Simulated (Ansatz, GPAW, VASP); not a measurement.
**ZnCu: programs and potentials compared**

```xyz
2
Lattice="2.9450 0.0000 0.0000 0.0000 2.9450 0.0000 0.0000 0.0000 2.9450" Properties=species:S:1:pos:R:3 pbc="T T T"
Zn    1.4725    1.4725    1.4725
Cu    0.0000    0.0000    0.0000
```

Alike in all runs: task single point; functional PBE; k mesh 9 × 9 × 9; occupations gaussian, width 0.1 eV; no spin polarisation; no spin-orbit coupling. Pressure is positive in compression and, in plane waves, holds the error of the finite cutoff.

```tsv
program and potentials	plane-wave cutoff (eV)	notes	pressure (GPa)
Ansatz, all-electron LAPW, scalar-relativistic	-	-	?
GPAW, GPAW PAW data sets (gpaw-data 1.2.1)	600	this data set often lies off other programs	2.85
VASP, PBE PAW files Cu_GW, Zn_GW, 550 eV	550	-	2.17
```

**Question.** Estimate from the other rows what the run with Ansatz, all-electron LAPW, scalar-relativistic gave.

**Answer.** Pressure 2.52 GPa. The other rows, which needn't bracket it: pressure 2.17 to 2.85.
